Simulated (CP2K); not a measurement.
CdTe: work function with PBE

CdTe, a sheet with vacuum:

```
Cd Te
1.0
     3.03800    0.00000    0.00000
     0.00000    3.03800    0.00000
     0.00000    0.00000   31.57000
Cd Te
1 1
Direct
  0.00000 0.00000 0.23838
  0.50000 0.50000 0.33178
```

The cell was built by a generator and needn't be a form met in nature.

| Property | Result |
| --- | --- |
| Program | CP2K 2026.2 |
| Task | work function |
| Functional | PBE |
| Potentials or basis | POTENTIAL_UZH Cd GTH-SCAN-q12, Te GTH-SCAN-q6; DZVP-MOLOPT-SR-GTH basis |
| Density cutoff | 6123 eV |
| k mesh | 7 × 7 × 1 |
| Occupations | fermi-dirac, width 0.05 eV |
| Spin | no spin polarisation |
| SCF solver | diagonalisation with k points |
| Quickstep method | GPW |
| EPS_DEFAULT | 1.0E-9 |
| EPS_SCF | 1.0E-6 |
| MAX_SCF | 100 |
| SCF_GUESS | ATOMIC |
| k points reduced by the point group | yes |
| Mesh centred on Gamma | yes |
| CHOLESKY | OFF |
| EPS_EIGVAL | 1.0E-7 |
| MIXING METHOD | BROYDEN_MIXING |
| MIXING ALPHA | 0.2 |
| NBUFFER | 8 |
| NGRIDS | 4 |
| Basis sets | Cd DZVP-MOLOPT-SR-GTH-q12, Te DZVP-MOLOPT-SR-GTH-q6 |
| Potentials | Cd GTH-SCAN-q12 of POTENTIAL_UZH, Te GTH-SCAN-q6 of POTENTIAL_UZH |
| ADDED_MOS | [10] |
| Surface dipole correction | yes |
| REL_CUTOFF (Ry) | 60 Ry |
| SURF_DIP_POS (A) | 24.78 Å |
| MIXING BETA (1/bohr) | 1.5 1/bohr |
| CUTOFF of the grids | 450 Ry |

| Item | Value |
| --- | --- |
| Largest force | 0.148 eV/Å |
| Band gap on the k mesh | none (metal or under the smearing width) |
| Mulliken charges | Cd -0.14; Te +0.14 e |
| Work function of the upper face | 4.89 eV |
| Work function of the lower face | 3.75 eV |

Forces in eV/Å, atoms in the order of the input:
```
Cd   0.000  0.000 -0.148
Te   0.000  0.000  0.148
```

Levels at points of the mesh, in eV from the Fermi level:
```
           k point  band 5  band 6  band 7  band 8  band 9  band 10  band 11  band 12  band 13  band 14
(0.00, 0.00, 0.00)   -8.69   -8.55   -5.89   -3.09    1.47     2.58     2.58     6.21     7.29     9.05
```

It took 35 s on 2 threads of Arm Neoverse N1 (shared host), peak memory 0.57 GiB.

Caveat: Mulliken charges move with the basis; the potentials were made for another functional, which shifts forces and pressure; the basis of atomic orbitals isn't converged, which shifts pressures, moduli and gaps. The run has no spin-orbit coupling, so splittings on Te are missing.
